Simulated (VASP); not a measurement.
# SrO (strained rocksalt): one r²SCAN single-point calculation in two programs

```
Sr O
1.0
     0.00000    2.68309    2.52993
     2.68309    0.00000    2.52993
     2.68309    2.68309    0.00000
Sr O
1 1
Direct
  0.00000 0.00000 0.00000
  0.50000 0.50000 0.50000
```

Datasets and cutoffs are each program's own. VASP's cell holds 16 valence electrons and Ansatz's 16. Ansatz's stress includes a Pulay correction; VASP's doesn't.

Cutoffs: 520 eV in VASP, 500 eV in Ansatz. k meshes: 8×8×8 and 8×8×8.

|  | VASP | Ansatz |
| --- | --- | --- |
| gap between bands v and c | 3.50 eV | 3.55 eV |
| least direct gap | 3.82 eV | 3.86 eV |
| pressure | -3.8 GPa | -4.2 GPa |

Band v is the last that the valence electrons fill when counted band by band, and c is the next. Levels in eV from the top of v, Ansatz:

```json
{"point": "Γ", "v−1": "-0.18", "v": "0.00", "c": "3.97", "c+1": "6.44"}
{"point": "X", "v−1": "-0.30", "v": "-0.09", "c": "3.79", "c+1": "7.86"}
{"point": "K", "v−1": "-0.66", "v": "-0.41", "c": "4.89", "c+1": "8.02"}
{"point": "L", "v−1": "-1.13", "v": "-1.11", "c": "6.71", "c+1": "8.33"}
{"point": "W", "v−1": "-0.66", "v": "-0.36", "c": "6.02", "c+1": "6.23"}
```

VASP:

```json
{"point": "Γ", "v−1": "-0.18", "v": "0.00", "c": "3.96", "c+1": "6.38"}
{"point": "X", "v−1": "-0.31", "v": "-0.10", "c": "3.74", "c+1": "7.81"}
{"point": "K", "v−1": "-0.68", "v": "-0.43", "c": "4.85", "c+1": "8.00"}
{"point": "L", "v−1": "-1.15", "v": "-1.13", "c": "6.67", "c+1": "8.36"}
{"point": "W", "v−1": "-0.69", "v": "-0.39", "c": "5.99", "c+1": "6.20"}
```
